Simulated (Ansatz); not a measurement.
# SiGe: the cost of one run

Method: DFT PBEsol, scalar-relativistic, plane waves, PAW, in Ansatz 0.2.0.

2 further runs of the same task are left out: 2 set aside as unsound or not needed.

## Step 1: Starting point

Symmetry: P6_3mc, No. 186, hexagonal system. The conventional cell has a = 3.901 Å, b = 3.901 Å, c = 6.443 Å, α = 90.00°, β = 90.00°, γ = 120.00°. Around Si (site symmetry 3m) lie 4 Ge at 2.39 to 2.41 Å. Ge (site symmetry 3m) has 4 Si at 2.39 to 2.41 Å as nearest neighbours.

Structure file:

```
Si Ge
1.0
     3.90060    0.00000    0.00000
    -1.95030    3.37802    0.00000
     0.00000    0.00000    6.44339
Si Ge
2 2
Direct
  0.66667 0.33333 0.87455
  0.33333 0.66667 0.37455
  0.66667 0.33333 0.50045
  0.33333 0.66667 0.00045
```

It goes back to an entry of the Materials Project, which need not be the stable form.

It is the result of an earlier relaxation at this level (volume 21.22 Å³/atom; gap on the mesh: 0.35 eV).

The unstrained cell comes from an earlier run at this level (4 atoms, E(σ→0) -9749.8662 eV, gap 0.35 eV over the zone).

## Step 2: At -1.0 %

Input file input.yaml:

```yaml
crystal:
  lattice:
    - [3.8615909204, 0.0, 0.0]
    - [-1.9307954602, 3.3442358361, 0.0]
    - [0.0, 0.0, 6.4820531262]
  atoms:
    - { symbol: Si, position: [0.6666666667, 0.3333333333, 0.8745463421] }
    - { symbol: Si, position: [0.3333333333, 0.6666666667, 0.3745463421] }
    - { symbol: Ge, position: [0.6666666667, 0.3333333333, 0.5004526579] }
    - { symbol: Ge, position: [0.3333333333, 0.6666666667, 0.0004526579] }
basis:
  ecutwfc: 420
kpoints:
  mp_grid: { grid: [12, 12, 6] }
hamiltonian:
  xc: pbesol
scf:
  occupations: { method: gaussian, width: 0.02 }
output:
  forces: true
  stress: true
  eigenvalues: true
relax:
  adjacent_minimum: "off"
  f_tol: 0.008
  max_steps: 40
  cell: { stress_tol: 0.015, fix: [a, b, gamma] }
```

Run with:

```
$ ansatz run input.yaml --threads 1 --pin off --max-ram 2560MiB --backend cpu --events-out ev --progress --plain --runs-dir out
```

Q: Estimate wall time and peak memory on 1 thread of AMD EPYC 7R43 (Zen 3), shared host.

About 57 s, with a peak of 0.47 GiB.
